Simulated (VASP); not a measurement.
Calculation: LDA (Ceperley-Alder, Perdew-Zunger), VASP's LDA PAW potentials (set 64) (plane waves; VASP).

A VASP calculation is set up with these files.

**KPOINTS**
```
Automatic mesh
0
Gamma
8 8 11
0 0 0
```

INCAR:
```
ALGO  =  Normal
EDIFF  =  1E-7
ENCUT  =  520
ISIF  =  2
ISMEAR  =  -5
LASPH  =  .True.
LCHARG  =  .True.
LEFG  =  .True.
LMAXMIX  =  4
LORBIT  =  11
LREAL  =  .False.
LWAVE  =  .False.
NEDOS  =  601
NELM  =  100
PREC  =  Accurate
SYSTEM  =  RuO2
```

File POSCAR:
```
RuO2
4.4295760
  0.9999999142   0.0000000000   0.0000000000
  0.0000000000   0.9999999142   0.0000000000
  0.0000000000   0.0000000000   0.6949506207
Ru O
2 4
direct
  0.0000000000   0.0000000000   0.0000000000
  0.5000000000   0.5000000000   0.5000000000
  0.3063382748   0.3063382748   1.0000000000
  0.8063382748   0.1936617252   0.5000000000
  0.1936617252   0.8063382748   0.5000000000
  0.6936617252   0.6936617252   0.0000000000
```

POTCAR, in this order: Ru_pv O (LDA.64 set). Program: vasp_std.

Output of the run:

File OSZICAR:
```
       N       E                     dE             d eps       ncg     rms          rms(c)
DAV:   1     0.556203115099E+03    0.55620E+03   -0.31199E+04  5580   0.176E+03
DAV:   2    -0.254340958119E+02   -0.58164E+03   -0.56576E+03  6407   0.501E+02
DAV:   3    -0.591091718903E+02   -0.33675E+02   -0.33330E+02  6342   0.123E+02
DAV:   4    -0.596961743275E+02   -0.58700E+00   -0.58423E+00  6585   0.159E+01
DAV:   5    -0.597069508635E+02   -0.10777E-01   -0.10783E-01  6532   0.200E+00    0.542E+01
DAV:   6    -0.528858332504E+02    0.68211E+01   -0.58333E+01  5720   0.582E+01    0.178E+01
DAV:   7    -0.514581217287E+02    0.14277E+01   -0.13581E+01  5749   0.351E+01    0.185E+01
DAV:   8    -0.511476687594E+02    0.31045E+00   -0.15251E+00  6420   0.112E+01    0.169E+00
DAV:   9    -0.511371999682E+02    0.10469E-01   -0.70464E-02  6509   0.196E+00    0.498E-01
DAV:  10    -0.511343000525E+02    0.28999E-02   -0.97083E-03  6520   0.801E-01    0.305E-01
DAV:  11    -0.511341554226E+02    0.14463E-03   -0.51308E-04  7639   0.144E-01    0.975E-02
DAV:  12    -0.511341527572E+02    0.26654E-05   -0.48947E-05  6298   0.672E-02    0.238E-02
DAV:  13    -0.511341578846E+02   -0.51275E-05   -0.85967E-06  6754   0.200E-02    0.522E-03
DAV:  14    -0.511341574037E+02    0.48097E-06   -0.11603E-06  6397   0.885E-03    0.149E-03
DAV:  15    -0.511341575670E+02   -0.16337E-06   -0.49704E-08  3616   0.155E-03    0.406E-04
DAV:  16    -0.511341575227E+02    0.44375E-07   -0.96500E-09  3378   0.700E-04
   1 F= -.51134158E+02 E0= -.51134158E+02  d E =0.000000E+00
```

File OUTCAR:
```
------------------------ aborting loop because EDIFF is reached ----------------------------------------
  FORCE on cell =-STRESS in cart. coord.  units (eV):
  Direction    XX          YY          ZZ          XY          YZ          ZX
  --------------------------------------------------------------------------------------
  Total       -0.0335263     -0.0335263      0.0634630     -0.0000000      0.0000000      0.0000000
  in kB       -0.8893146     -0.8893146      1.6834124     -0.0000000      0.0000000      0.0000000
  external PRESSURE =      -0.0317389 kB  Pullay stress =       0.0000000 kB
  volume of cell :       60.40
      direct lattice vectors                 reciprocal lattice vectors
     4.429575620  0.000000000  0.000000000     0.225755261  0.000000000  0.000000000
     0.000000000  4.429575620  0.000000000     0.000000000  0.225755261  0.000000000
     0.000000000  0.000000000  3.078336591     0.000000000  0.000000000  0.324850766
 POSITION                                       TOTAL-FORCE (eV/Angst)
 -----------------------------------------------------------------------------------
      0.00000      0.00000      0.00000         0.000000      0.000000      0.000000
      2.21479      2.21479      1.53917         0.000000      0.000000      0.000000
      1.35695      1.35695      0.00000        -0.003221     -0.003221     -0.000000
      3.57174      0.85784      1.53917        -0.003221      0.003221      0.000000
      0.85784      3.57174      1.53917         0.003221     -0.003221      0.000000
      3.07263      3.07263      0.00000         0.003221      0.003221      0.000000
 -----------------------------------------------------------------------------------
    total drift:                                0.000000      0.000000     -0.000000
  FREE ENERGIE OF THE ION-ELECTRON SYSTEM (eV)
  ---------------------------------------------------
  free  energy   TOTEN  =       -51.1341575227 eV

  energy  without entropy=      -51.1341575227  energy(sigma->0) =      -51.13415752

 total charge

# of ion       s       p       d       tot
------------------------------------------
    1        0.373   6.399   5.846  12.618
    2        0.373   6.399   5.846  12.618
    3        1.555   3.444   0.000   4.999
    4        1.555   3.444   0.000   4.999
    5        1.555   3.444   0.000   4.999
    6        1.555   3.444   0.000   4.999
--------------------------------------------------
tot          6.965  26.574  11.693  45.232

 Electric field gradients after diagonalization (V/A^2)
 (convention: |V_zz| > |V_xx| > |V_yy|)
----------------------------------------------------------------------
 ion       V_xx      V_yy      V_zz     asymmetry (V_yy - V_xx)/ V_zz
----------------------------------------------------------------------
   1      64.024    42.089  -106.113       0.207
   2      64.024    42.089  -106.113       0.207
   3      16.194     1.174   -17.368       0.865
   4      16.194     1.174   -17.368       0.865
   5      16.194     1.174   -17.368       0.865
   6      16.194     1.174   -17.368       0.865
```
(Selected blocks of OUTCAR.)

File OUTCAR:
```
 val. band max:        7.2783703156   @ k =   0.2500   0.2500   0.3636

 cond. band min:       7.1919953818   @ k =   0.2500   0.2500   0.0909


 Fermi energy:         7.2269042935

 k-point     1 :       0.0000    0.0000    0.0000
  band No.  band energies     occupation
      1     -36.4642      2.00000
      2     -36.4642      2.00000
      3     -35.9966      2.00000
      4     -35.9854      2.00000
      5     -35.9854      2.00000
      6     -35.9662      2.00000
      7     -13.0983      2.00000
      8     -11.9418      2.00000
      9     -10.7944      2.00000
     10     -10.7944      2.00000
     11      -1.6809      2.00000
     12      -1.5390      2.00000
     13      -0.4690      2.00000
     14       0.0228      2.00000
     15       0.0228      2.00000
     16       2.7433      2.00000
     17       2.7923      2.00000
     18       2.7923      2.00000
     19       4.2882      2.00000
     20       4.7586      2.00000
     21       4.7586      2.00000
     22       5.3226      2.00000
     23       5.6254      2.00000
     24       5.7312      2.00000
     25       5.7993      2.00000
     26       5.7993      2.00000
     27       6.3544      2.00000
     28       8.9629      0.00000
     29       9.1236      0.00000
     30      12.0148      0.00000
     31      12.0148      0.00000

 k-point     2 :       0.1250    0.0000    0.0000
  band No.  band energies     occupation
      1     -36.4637      2.00000
      2     -36.4637      2.00000
      3     -35.9954      2.00000
      4     -35.9862      2.00000
      5     -35.9862      2.00000
      6     -35.9673      2.00000
      7     -13.0328      2.00000
      8     -11.9241      2.00000
      9     -10.8838      2.00000
     10     -10.8384      2.00000
     11      -1.5567      2.00000
     12      -1.3939      2.00000
     13      -0.3530      2.00000
     14       0.0363      2.00000
     15       0.0446      2.00000
     16       2.5564      2.00000
     17       2.6608      2.00000
...
```

For a metal the tetrahedron method with Blöchl corrections gives inexact stress and forces.

The compound is RuO2 in the rutile structure. It was relaxed first.
